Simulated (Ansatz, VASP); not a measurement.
One calculation of SnTe3, two programs

```xyz
4
Lattice="4.8868 0.0000 0.0000 0.0000 4.8868 0.0000 0.0000 0.0000 4.8868" Properties=species:S:1:pos:R:3 pbc="T T T"
Sn    0.0000    0.0000    0.0000
Te    0.0000    2.4434    2.4434
Te    2.4434    0.0000    2.4434
Te    2.4434    2.4434    0.0000
```

Alike in both runs: functional PBE; k mesh 10 × 10 × 10; occupations gaussian, width 0.1 eV; no spin polarisation.

Ansatz relaxed the structure, and its values are those at the end. VASP's run is a single point on that final structure, the one shown.

```csv
,VASP,Ansatz
version,VASP 6.6.1,Ansatz 0.2.0
potentials or method,"VASP PAW PBE potentials, release 64 (Sn_d, Te)","scalar-relativistic, plane waves, PAW"
plane-wave cutoff (eV),520,420
valence electrons in the cell,32,62
```

VASP gave:

* gap on the k mesh at the Fermi level (eV): none
* pressure (GPa): -0.1

Task: What did Ansatz give for the same quantities?

Result: gap on the k mesh at the Fermi level (eV): none; pressure (GPa): 0.0.

A gap of «none» marks a metal or a gap that the smearing closes. The functional is the same, so the differences come from potentials, cutoffs and numerics. The two sets of potentials don't hold the same shells in valence.

Spin-orbit coupling is left out, which matters for the levels of Te.
